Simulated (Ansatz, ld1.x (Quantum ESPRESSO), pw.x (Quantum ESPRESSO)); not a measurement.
## What a changed setting does to a pw.x run (sc Ir)

Potential: PAW, ld1.x (Quantum ESPRESSO) 7.5, PBE; core [Xe] 4f14, reference 5d7 6s2 6p0; waves: 6s (bound): rcut 1.70, rcutus 2.35 bohr; 6s channel at 3.95 Ry: rcut 1.70, rcutus 2.35 bohr; 6p (bound, empty): rcut 2.95, rcutus 3.50 bohr; 6p channel at 1.1 Ry: rcut 2.95, rcutus 3.50 bohr; 5d (bound): rcut 1.45, rcutus 1.95 bohr; 5d channel at 4.66 Ry: rcut 1.45, rcutus 1.95 bohr; local part: all-electron potential smoothed inside 2.20 bohr (lloc = -1); core correction: Bessel-smoothed model core, default radius (core density twice the valence density); augmentation: GAUSS, radius 1.35 bohr.

The reference run (k-mesh 13³, cutoffs 60/480 Ry, Fermi–Dirac 0.01 Ry, mixing_beta 0.4, conv_thr 1e-9, no spin) gives -1.40 GPa at 16.953 Å³/atom, where all-electron LAPW gives 1.24 GPa. This run, with its own iteration cap, changes degauss to 0.005.

```
&control
  calculation='scf', prefix='x', pseudo_dir='./', outdir='./tmp', tstress=.true., disk_io='none'
/
&system
  ibrav=0, nat=1, ntyp=1, ecutwfc=60, ecutrho=480, nbnd=12,
  occupations='smearing', smearing='fd', degauss=0.005
/
&electrons
  conv_thr=1e-09, mixing_beta=0.4, electron_maxstep=70
/
ATOMIC_SPECIES
Ir 1.0 Ir.UPF
CELL_PARAMETERS angstrom
  2.56890979 0.00000000 0.00000000
  0.00000000 2.56890979 0.00000000
  0.00000000 0.00000000 2.56890979
ATOMIC_POSITIONS crystal
Ir 0.0000 0.0000 0.0000
K_POINTS automatic
13 13 13 0 0 0
```

```bash
pw.x < Ir.scf.in > Ir.scf.out
```

Problem. How does the run end?

Solution. It converges in 14 iterations; the free energy moves by +37.1 meV/atom and the pressure by -0.49 GPa. In a metal, with Fermi–Dirac smearing, F lies below its zero-width value by a term in the square of the width.

```
Message from routine setup:
     using ibrav=0 with symmetry is DISCOURAGED, use correct ibrav instead
     lattice parameter (alat)  =       4.8545  a.u.
     unit-cell volume          =     114.4045 (a.u.)^3
     number of electrons       =         9.00
     number of Kohn-Sham states=           12
     kinetic-energy cutoff     =      60.0000  Ry
     charge density cutoff     =     480.0000  Ry
     scf convergence threshold =      1.0E-09
     Exchange-correlation= SLA  PW   PBX  PBC
     number of k points=    84  Fermi-Dirac smearing, width (Ry)=  0.0050
     iteration #  1     ecut=    60.00 Ry     beta= 0.40
     total energy              =    -721.48794159 Ry
     estimated scf accuracy    <       0.05889236 Ry
     iteration #  2     ecut=    60.00 Ry     beta= 0.40
     total energy              =    -721.48176388 Ry
     estimated scf accuracy    <       0.01304281 Ry
     iteration #  3     ecut=    60.00 Ry     beta= 0.40
     total energy              =    -721.48197369 Ry
     estimated scf accuracy    <       0.00024475 Ry
     iteration #  4     ecut=    60.00 Ry     beta= 0.40
     c_bands:  1 eigenvalues not converged
     c_bands:  1 eigenvalues not converged
     c_bands:  1 eigenvalues not converged
     c_bands:  1 eigenvalues not converged
     c_bands:  1 eigenvalues not converged
     total energy              =    -721.48206984 Ry
     estimated scf accuracy    <       0.00003049 Ry
     iteration #  5     ecut=    60.00 Ry     beta= 0.40
     total energy              =    -721.48207548 Ry
     estimated scf accuracy    <       0.00002755 Ry
     iteration #  6     ecut=    60.00 Ry     beta= 0.40
     total energy              =    -721.48208182 Ry
     estimated scf accuracy    <       0.00000024 Ry
     [... 2 iterations left out ...]
     iteration #  9     ecut=    60.00 Ry     beta= 0.40
     total energy              =    -721.48208346 Ry
     estimated scf accuracy    <       0.00000018 Ry
     iteration # 10     ecut=    60.00 Ry     beta= 0.40
     total energy              =    -721.48208351 Ry
     estimated scf accuracy    <       0.00000007 Ry
     iteration # 11     ecut=    60.00 Ry     beta= 0.40
     total energy              =    -721.48208353 Ry
     estimated scf accuracy    <       0.00000004 Ry
     iteration # 12     ecut=    60.00 Ry     beta= 0.40
     total energy              =    -721.48208353 Ry
     estimated scf accuracy    <       0.00000003 Ry
     iteration # 13     ecut=    60.00 Ry     beta= 0.40
     total energy              =    -721.48208353 Ry
     estimated scf accuracy    <          4.9E-09 Ry
     iteration # 14     ecut=    60.00 Ry     beta= 0.40
     the Fermi energy is    15.4193 ev
!    total energy              =    -721.48208353 Ry
     estimated scf accuracy    <          6.8E-10 Ry
     smearing contrib. (-TS)   =      -0.00185881 Ry
     The total energy is F=E-TS. E is the sum of the following terms:
     one-electron contribution =      14.83424776 Ry
     hartree contribution      =       3.02615443 Ry
     xc contribution           =     -48.66377657 Ry
     ewald contribution        =     -47.34151700 Ry
     one-center paw contrib.   =    -643.33533334 Ry
     convergence has been achieved in  14 iterations
          total   stress  (Ry/bohr**3)                   (kbar)     P=      -18.89
     Message from routine punch:
     Nothing written, as per user request (disk_io='none')
```

The run took about 21 s on one core of a shared host (Neoverse-V1, 32 threads, 247 GiB, load 12).
